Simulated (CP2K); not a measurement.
# CdS (Hawleyite): equation of state with PBEsol

CdS (Hawleyite):

```
Cd S
1.0
     4.12455    0.00000    0.00000
     2.06228    3.57197    0.00000
     2.06228    1.19066    3.36768
Cd S
1 1
Cartesian
  0.0000 0.0000 0.0000
  6.1868 3.5720 2.5258
```

| Property | Result |
| --- | --- |
| Program | CP2K 2026.2 |
| Task | equation of state |
| Functional | PBEsol |
| Potentials or basis | POTENTIAL_UZH Cd GTH-PBE-q12, S GTH-PBE-q6; TZVP-MOLOPT-PBE-GTH basis |
| Density cutoff | 6123 eV |
| k mesh | 8 × 8 × 8 |
| Occupations | fermi-dirac, width 0.05 eV |
| Spin | no spin polarisation |
| SCF solver | diagonalisation with k points |
| Quickstep method | GPW |
| EPS_DEFAULT | 1.0E-10 |
| EPS_SCF | 1.0E-6 |
| MAX_SCF | 100 |
| SCF_GUESS | ATOMIC |
| k points reduced by the point group | yes |
| Mesh centred on Gamma | yes |
| CHOLESKY | OFF |
| EPS_EIGVAL | 1.0E-7 |
| MIXING METHOD | BROYDEN_MIXING |
| MIXING ALPHA | 0.4 |
| NBUFFER | 8 |
| NGRIDS | 5 |
| Basis sets | Cd TZVP-MOLOPT-PBE-GTH-q12, S TZVP-MOLOPT-PBE-GTH-q6 |
| Potentials | Cd GTH-PBE-q12 of POTENTIAL_UZH, S GTH-PBE-q6 of POTENTIAL_UZH |
| ADDED_MOS | [10] |
| REL_CUTOFF (Ry) | 60 Ry |
| MIXING BETA (1/bohr) | 1.5 1/bohr |
| CUTOFF of the grids | 450 Ry |

```yaml
Equilibrium_volume: 25.06 Å³/atom
Bulk_modulus: 61 GPa
Pressure_derivative_of_the_bulk_modulus: 4.6
```

Energy against volume, from the lowest point:
| volume (Å³/atom) | energy (meV/atom) |
| --- | --- |
| 23.319 | 25.98 |
| 23.815 | 12.53 |
| 24.312 | 4.05 |
| 24.808 | 0.03 |
| 25.304 | 0.00 |
| 25.800 | 3.54 |
| 26.296 | 10.28 |

All runs of the series together: 2.5 min on 1 thread of Arm Neoverse V2 (shared host).

Caveat: the potentials were made for another functional, which shifts forces and pressure; the basis of atomic orbitals isn't converged, which shifts pressures, moduli and gaps. Zero-point motion and thermal expansion aren't in these numbers.
